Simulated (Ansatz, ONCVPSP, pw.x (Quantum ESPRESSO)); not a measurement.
**pw.x on bcc As: one setting changed**

Potential: optimised norm-conserving Vanderbilt (ONCV), ONCVPSP 4.0.1.1 (patched build), PBE; core [Ar] 3d10, reference 4s2 4p3; waves: 4s: rc 1.60 bohr, ncon 3, nbas 7, qcut 3.3 1/bohr, 2 projectors, debl 0.4 Ha; 4p: rc 2.10 bohr, ncon 3, nbas 7, qcut 3.2 1/bohr, 2 projectors, debl 1.4 Ha; d scattering state at 0.28 Ha: rc 2.10 bohr, ncon 3, nbas 7, qcut 4.8 1/bohr, 2 projectors, debl 2.4 Ha; local part: polynomial inside 1.50 bohr (lpopt 3, dvloc0 0 Ha); core correction: Teter function fitted to the true core (icmod 2), fcfact 0.15. In the s channel the program set the typed energies aside and used -0.533, 0.250 Ha.

The reference run (k-mesh 14³, cutoffs 165/660 Ry, Fermi–Dirac 0.01 Ry, mixing_beta 0.4, conv_thr 1e-9, no spin) gives -0.44 GPa at 19.100 Å³/atom, where all-electron LAPW gives -0.22 GPa. This run, with its own iteration cap, changes mixing_beta to 0.05.

```
&control
  calculation='scf', prefix='x', pseudo_dir='./', outdir='./tmp', tstress=.true., disk_io='none'
/
&system
  ibrav=0, nat=1, ntyp=1, ecutwfc=165, ecutrho=660, nbnd=9,
  occupations='smearing', smearing='fd', degauss=0.01
/
&electrons
  conv_thr=1e-09, mixing_beta=0.05, electron_maxstep=50
/
ATOMIC_SPECIES
As 1.0 As.UPF
CELL_PARAMETERS angstrom
  -1.68393165 1.68393165 1.68393165
  1.68393165 -1.68393165 1.68393165
  1.68393165 1.68393165 -1.68393165
ATOMIC_POSITIONS crystal
As 0.0000 0.0000 0.0000
K_POINTS automatic
14 14 14 0 0 0
```

```bash
pw.x < As.scf.in > As.scf.out
```

How does the run end?

It converges in 9 iterations; the free energy moves by +0.0 meV/atom and the pressure by +0.00 GPa. The result is that of the reference run.

```
Message from routine setup:
     using ibrav=0 with symmetry is DISCOURAGED, use correct ibrav instead
     lattice parameter (alat)  =       5.5117  a.u.
     unit-cell volume          =     128.8932 (a.u.)^3
     number of electrons       =         5.00
     number of Kohn-Sham states=            9
     kinetic-energy cutoff     =     165.0000  Ry
     charge density cutoff     =     660.0000  Ry
     scf convergence threshold =      1.0E-09
     Exchange-correlation= PBE
     number of k points=   104  Fermi-Dirac smearing, width (Ry)=  0.0100
     iteration #  1     ecut=   165.00 Ry     beta= 0.05
     total energy              =     -14.27988134 Ry
     estimated scf accuracy    <       0.00163249 Ry
     iteration #  2     ecut=   165.00 Ry     beta= 0.05
     total energy              =     -14.27946768 Ry
     estimated scf accuracy    <       0.00144294 Ry
     iteration #  3     ecut=   165.00 Ry     beta= 0.05
     total energy              =     -14.27960728 Ry
     estimated scf accuracy    <       0.00001709 Ry
     iteration #  4     ecut=   165.00 Ry     beta= 0.05
     total energy              =     -14.27960199 Ry
     estimated scf accuracy    <       0.00003210 Ry
     iteration #  5     ecut=   165.00 Ry     beta= 0.05
     total energy              =     -14.27959886 Ry
     estimated scf accuracy    <       0.00000810 Ry
     iteration #  6     ecut=   165.00 Ry     beta= 0.05
     total energy              =     -14.27959929 Ry
     estimated scf accuracy    <       0.00000043 Ry
     iteration #  7     ecut=   165.00 Ry     beta= 0.05
     total energy              =     -14.27959925 Ry
     estimated scf accuracy    <       0.00000017 Ry
     iteration #  8     ecut=   165.00 Ry     beta= 0.05
     total energy              =     -14.27959926 Ry
     estimated scf accuracy    <          9.6E-09 Ry
     iteration #  9     ecut=   165.00 Ry     beta= 0.05
     the Fermi energy is     8.8172 ev
!    total energy              =     -14.27959926 Ry
     estimated scf accuracy    <          9.9E-10 Ry
     smearing contrib. (-TS)   =      -0.00229873 Ry
     The total energy is F=E-TS. E is the sum of the following terms:
     one-electron contribution =       4.84029155 Ry
     hartree contribution      =       0.27191568 Ry
     xc contribution           =      -5.09409822 Ry
     ewald contribution        =     -14.29540955 Ry
     convergence has been achieved in   9 iterations
          total   stress  (Ry/bohr**3)                   (kbar)     P=       -4.42
     Message from routine punch:
     Nothing written, as per user request (disk_io='none')
```

The run took about 2.3 min on one core of a shared host (Neoverse-N1, 64 threads, 124 GiB, load 56).
